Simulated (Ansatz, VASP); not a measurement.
## Two plane-wave programs on WC (Qusongite)

```
W C
1.0
     2.92168    0.00000    0.00000
    -1.46084    2.53025    0.00000
     0.00000    0.00000    2.84705
W C
1 1
Cartesian
  0.0000 0.0000 0.0000
  1.4608 0.8434 1.4235
```

Alike in both runs: task single point; functional PBE; k mesh 18 × 18 × 14; occupations gaussian, width 0.1 eV; non-collinear spin, spin-orbit coupling.

|  | VASP | Ansatz |
| --- | --- | --- |
| version | VASP 6.6.1 | Ansatz 0.2.0 |
| potentials or method | VASP PAW PBE potentials, release 64 (W_sv, C) | plane waves, PAW |
| plane-wave cutoff (eV) | 520 | 420 |
| valence electrons in the cell | 18 | 18 |

Ansatz gave:

```
gap on the k mesh at the Fermi level (eV)       : none
pressure (GPa)                                  : -0.3
largest component of the traceless stress (GPa) : 0.01
net moment per atom (μB)                        : 0.00
```

Q: What did VASP give for the same quantities?

A: gap on the k mesh at the Fermi level (eV): none; pressure (GPa): 1.8; largest component of the traceless stress (GPa): 0.11; net moment per atom (μB): 0.00.

A gap of «none» marks a metal or a gap that the smearing closes. With one functional, cell and mesh, what is left measures potentials, basis and numerics.
